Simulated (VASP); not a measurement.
**VASP 6.6.1 run: InSb**

INCAR

```
NSW = 0
NBANDS = 16
ALGO = All
LCHARG = .FALSE.
LASPH = .TRUE.
ISIF = 2
EDIFF = 1E-7
IBRION = -1
ISMEAR = 1
LREAL = .FALSE.
ENCUT = 520
NELM = 50
LWAVE = .FALSE.
GGA = PE
PREC = Accurate
SIGMA = 0.2
```

KPOINTS

```
KPOINTS created by Atomic Simulation Environment
0
Gamma
6 6 6
0 0 0
```

POSCAR

```
In Sb
 1.0000000000000000
     0.0000000000000000    3.2795130080999999    3.1483324876999998
     3.2795130080999999    0.0000000000000000    3.1483324876999998
     3.2795130080999999    3.2795130080999999    0.0000000000000000
 In  Sb
   1   1
Cartesian
  0.0000000000000000  0.0000000000000000  0.0000000000000000
  1.6397565040500000  1.6397565040500000  1.5741662438500004
```

The recommended PBE PAW datasets give the neutral cell 18 valence electrons.

Command

```
mpirun -np 1 vasp_std
```

Question: Predict the outcome of this run.

Answer: It converged. Results: gap between bands v and c on the k mesh 0.19 eV; least direct gap on the k mesh 0.19 eV; pressure 3.4 GPa. Band v is the last that the valence electrons fill when counted band by band, and c is the next.

OSZICAR

```
N       E                     dE             d eps       ncg     rms           ort
DAV:   1     0.113903819699E+03    0.11390E+03   -0.82728E+03   480   0.128E+03
DAV:   2     0.499918258675E+00   -0.11340E+03   -0.10948E+03   480   0.285E+02
DAV:   3    -0.677486418203E+01   -0.72748E+01   -0.72473E+01   480   0.740E+01
DAV:   4    -0.697532658730E+01   -0.20046E+00   -0.20041E+00   480   0.138E+01
DAV:   5    -0.698768954350E+01   -0.12363E-01   -0.12363E-01   480   0.291E+00
SDA:   6    -0.674657818891E+01    0.24111E+00   -0.12363E-01   480   0.624E+00   0.000E+00
CGA:   7    -0.683154493796E+01   -0.84967E-01   -0.85112E-01   480   0.140E+00  -0.566E-03
CGA:   8    -0.686745460912E+01   -0.35910E-01   -0.35862E-01   480   0.129E-01   0.682E-03
CGA:   9    -0.687211420695E+01   -0.46596E-02   -0.46441E-02   480   0.501E-02   0.958E-04
CGA:  10    -0.687313681224E+01   -0.10226E-02   -0.10217E-02   480   0.149E-02  -0.664E-04
CGA:  11    -0.687349900933E+01   -0.36220E-03   -0.36152E-03   480   0.178E-03   0.218E-04
CGA:  12    -0.687356252009E+01   -0.63511E-04   -0.62097E-04   480   0.664E-04   0.112E-04
CGA:  13    -0.687357845682E+01   -0.15937E-04   -0.15903E-04   480   0.196E-04  -0.709E-05
CGA:  14    -0.687358535387E+01   -0.68971E-05   -0.64538E-05   480   0.416E-05   0.319E-05
SDA:  15    -0.687358724075E+01   -0.18869E-05   -0.17308E-05   480   0.189E-05   0.137E-05
SDA:  16    -0.687358752127E+01   -0.28051E-06   -0.14286E-05   480   0.973E-05  -0.230E-05
CGA:  17    -0.687358847907E+01   -0.95781E-06   -0.12775E-05   480   0.644E-06   0.184E-05
SDA:  18    -0.687358851544E+01   -0.36365E-07   -0.93559E-07   480   0.283E-06   0.344E-06
CGA:  19    -0.687358874169E+01   -0.22625E-06   -0.22414E-06   480   0.355E-06  -0.212E-07
SDA:  20    -0.687358875682E+01   -0.15137E-07   -0.48011E-07   480   0.170E-06   0.200E-06
   1 F= -.68735888E+01 E0= -.68739131E+01  d E =0.972993E-03
```

For comparison, a separate PBE run of the intended cell, on usual settings and not on those above, gives a gap of 0.19 eV on its mesh and a pressure of 3.4 GPa.
